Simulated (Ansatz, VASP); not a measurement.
# MoS2: VASP beside Ansatz

```xyz
3
Lattice="3.1841 0.0000 0.0000 -1.5921 2.7575 0.0000 0.0000 0.0000 17.3346" Properties=species:S:1:pos:R:3 pbc="T T T"
Mo    0.0000    0.0000    0.0000
S     0.0000    1.8384   15.7833
S     0.0000    1.8384    1.5513
```

Alike in both runs: task single point; functional PBE; k mesh 10 × 10 × 2; occupations fermi-dirac, width 0.05 eV; no spin polarisation.

|  | VASP | Ansatz |
| --- | --- | --- |
| version | VASP 6.6.1 | Ansatz 0.2.0 |
| potentials or method | VASP PAW PBE potentials, release 64 (Mo_sv, S), cutoff 520 eV | all-electron LAPW, scalar-relativistic |

Ansatz gave:

```
gap on the k mesh at the Fermi level (eV) : 1.73
least direct gap on the mesh (eV)         : 1.92
rms of the force components (eV/Å)        : 0.103
```

Q: What did VASP give for the same quantities?

A: gap on the k mesh at the Fermi level (eV): 1.74; least direct gap on the mesh (eV): 1.93; rms of the force components (eV/Å): 0.097.

Atom by atom the forces differ by 0.006 eV/Å (rms over components). Ansatz ran all-electron here, so the differences hold the error of VASP's frozen core and of both bases.
